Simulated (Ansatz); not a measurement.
H2 on the (111) surface of HfO₂, space group Fm-3m (No. 225) (top face towards +c; held atoms: 1, 2, 3, 4, 5, 6, 7, 8, 9, 10, 11, 12, 13, 14, 15, 16), one molecule per 44.6 Å². Starting structure (random tilt, lowest atom H over a bridge O-O site; the molecule's atoms stand last):

```
CELL_PARAMETERS angstrom
7.17414 0.00000 0.00000
-3.58707 6.21299 0.00000
0.00000 0.00000 26.03088
ATOMIC_POSITIONS crystal
O 0.50000 0.50000 0.30733
O 0.50000 0.00000 0.30733
O 0.00000 0.50000 0.30733
O 0.00000 0.00000 0.30733
Hf 0.33333 0.16667 0.33546
Hf 0.33333 0.66667 0.33546
Hf 0.83333 0.16667 0.33546
Hf 0.83333 0.66667 0.33546
O 0.66667 0.33333 0.36358
O 0.66667 0.83333 0.36358
O 0.16667 0.33333 0.36358
O 0.16667 0.83333 0.36358
O 0.83333 0.66667 0.41984
O 0.83333 0.16667 0.41984
O 0.33333 0.66667 0.41984
O 0.33333 0.16667 0.41984
Hf 0.66667 0.33333 0.44770
Hf 0.66667 0.83333 0.44770
Hf 0.16667 0.33333 0.44770
Hf 0.16667 0.83333 0.44770
O 0.00000 0.50000 0.47627
O 0.00000 0.00000 0.47627
O 0.50000 0.50000 0.47627
O 0.50000 0.00000 0.47627
O 0.16667 0.83333 0.53056
O 0.16667 0.33333 0.53056
O 0.66667 0.83333 0.53056
O 0.66667 0.33333 0.53056
Hf 0.00000 0.50000 0.55883
Hf 0.00000 0.00000 0.55883
Hf 0.50000 0.50000 0.55883
Hf 0.50000 0.00000 0.55883
O 0.33333 0.66667 0.58941
O 0.33333 0.16667 0.58941
O 0.83333 0.66667 0.58941
O 0.83333 0.16667 0.58941
H 0.11273 0.70416 0.68810
H 0.08333 0.66667 0.66087
```

These are results of DFT PBE+D3(BJ), scalar-relativistic, plane waves, PAW (Ansatz), not measurements. Cutoff 420 eV; k points 3×3×1 on the computed 38-atom cell (Γ-centred); Gaussian smearing, width 0.05 eV; no spin polarisation. A dipole correction removes the field between periodic images along c.

E_ads is per molecule, from the clean relaxed slab and the free relaxed molecule; negative means bound; no zero-point or thermal terms, forces under 0.04 eV/Å, and the free molecule is spin-polarised where open-shell. Heights count from the highest slab atom.

(1) What does it relax to?

Each end is the local minimum that its start leads to.

Results:

(1) E_ads = -0.07 eV; the molecule stays whole. Final structure after 18 steps:

```yaml
crystal:
  lattice:
    - [7.17414, 0.00000, 0.00000]
    - [-3.58707, 6.21299, 0.00000]
    - [0.00000, 0.00000, 26.03088]
  atoms:
    - { symbol: O, position: [0.50000, 0.50000, 0.30733] }
    - { symbol: O, position: [0.50000, 0.00000, 0.30733] }
    - { symbol: O, position: [0.00000, 0.50000, 0.30733] }
    - { symbol: O, position: [0.00000, 0.00000, 0.30733] }
    - { symbol: Hf, position: [0.33333, 0.16667, 0.33546] }
    - { symbol: Hf, position: [0.33333, 0.66667, 0.33546] }
    - { symbol: Hf, position: [0.83333, 0.16667, 0.33546] }
    - { symbol: Hf, position: [0.83333, 0.66667, 0.33546] }
    - { symbol: O, position: [0.66667, 0.33333, 0.36358] }
    - { symbol: O, position: [0.66667, 0.83333, 0.36358] }
    - { symbol: O, position: [0.16667, 0.33333, 0.36358] }
    - { symbol: O, position: [0.16667, 0.83333, 0.36358] }
    - { symbol: O, position: [0.83333, 0.66667, 0.41984] }
    - { symbol: O, position: [0.83333, 0.16667, 0.41984] }
    - { symbol: O, position: [0.33333, 0.66667, 0.41984] }
    - { symbol: O, position: [0.33333, 0.16667, 0.41984] }
    - { symbol: Hf, position: [0.66667, 0.33336, 0.44770] }
    - { symbol: Hf, position: [0.66668, 0.83336, 0.44767] }
    - { symbol: Hf, position: [0.16671, 0.33335, 0.44767] }
    - { symbol: Hf, position: [0.16666, 0.83331, 0.44772] }
    - { symbol: O, position: [0.00029, 0.50022, 0.47622] }
    - { symbol: O, position: [0.00049, 0.00009, 0.47621] }
    - { symbol: O, position: [0.49981, 0.49983, 0.47632] }
    - { symbol: O, position: [0.49951, 0.99993, 0.47630] }
    - { symbol: O, position: [0.16602, 0.83276, 0.53074] }
    - { symbol: O, position: [0.16575, 0.33302, 0.53056] }
    - { symbol: O, position: [0.66743, 0.83415, 0.53035] }
    - { symbol: O, position: [0.66758, 0.33354, 0.53051] }
    - { symbol: Hf, position: [0.00007, 0.49967, 0.55881] }
    - { symbol: Hf, position: [0.99994, 0.00020, 0.55874] }
    - { symbol: Hf, position: [0.50019, 0.50033, 0.55882] }
    - { symbol: Hf, position: [0.50011, 0.00005, 0.55883] }
    - { symbol: O, position: [0.33474, 0.66679, 0.58916] }
    - { symbol: O, position: [0.33382, 0.16715, 0.58925] }
    - { symbol: O, position: [0.83178, 0.66649, 0.58941] }
    - { symbol: O, position: [0.83300, 0.16636, 0.58955] }
    - { symbol: H, position: [0.11042, 0.68496, 0.69164] }
    - { symbol: H, position: [0.01434, 0.68265, 0.67923] }
```

The reference crystal is the fluorite-type form of HfO2, which isn't its usual structure.